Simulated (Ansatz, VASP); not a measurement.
# Two plane-wave programs on K2Nb2O

The input INCAR:

```
  PREC = Accurate
  ENCUT = 520
  EDIFF = 1E-6
  ISMEAR = 0
  SIGMA = 0.1
  LREAL = F
  LASPH = T
  NELM = 80
  ALGO = Normal
  ISIF = 2
  LWAVE = F
  LCHARG = F
  GGA = PE
  NBANDS = 33
```

KPOINTS

```
Automatic mesh
0
Gamma
  6 6 2
```

POSCAR

```
K2Nb2O
1.0
    4.5219239100      0.0000000000      0.0000000000
   -2.2609619600      3.9161009800      0.0000000000
    0.0000000000      0.0000000000      7.9565783600
K Nb O
2 2 1
Direct
    0.0000000000      0.0000000000      0.6861934400
    0.0000000000      0.0000000000      0.3138065600
    0.3333333300      0.6666666700      0.0000000000
    0.6666666700      0.3333333300      0.0000000000
    0.0000000000      0.0000000000      0.0000000000
```

Input for Ansatz:

```yaml
crystal:
  lattice:
    - [4.52192391, 0.0, 0.0]
    - [-2.26096196, 3.91610098, 0.0]
    - [0.0, 0.0, 7.95657836]
  atoms:
    - { symbol: K, position: [0.0, 0.0, 0.68619344] }
    - { symbol: K, position: [0.0, 0.0, 0.31380656] }
    - { symbol: Nb, position: [0.33333333, 0.66666667, 0.0] }
    - { symbol: Nb, position: [0.66666667, 0.33333333, 0.0] }
    - { symbol: O, position: [0.0, 0.0, 0.0] }
basis:
  ecutwfc: 420
kpoints:
  mp_grid: { grid: [6, 6, 2] }
hamiltonian:
  xc: pbe
scf:
  occupations: { method: gaussian, width: 0.1 }
  lower_state_search: "off"
output:
  forces: true
  stress: true
  eigenvalues: true
```

Alike in both runs: task single point; functional PBE; k mesh 6 × 6 × 2; occupations gaussian, width 0.1 eV; no spin polarisation.

|  | VASP | Ansatz |
| --- | --- | --- |
| version | VASP 6.6.1 | Ansatz 0.2.0 |
| potentials or method | VASP PAW PBE potentials, release 64 (K_sv, Nb_sv, O) | scalar-relativistic, plane waves, PAW |
| plane-wave cutoff (eV) | 520 | 420 |
| valence electrons in the cell | 50 | 50 |

```csv
,VASP,Ansatz,Ansatz less VASP
gap on the k mesh at the Fermi level (eV),none,none,-
pressure (GPa),-0.9,-1.0,-0.02
largest component of the traceless stress (GPa),5.31,5.20,-0.112
rms of the force components (eV/Å),0.058,0.066,+0.0074
```

Atom by atom the forces differ by 0.007 eV/Å (rms over components). A gap of «none» marks a metal or a gap that the smearing closes.

Caveats: the k mesh is coarse (spacing up to 0.39 Å⁻¹), so the values aren't converged.
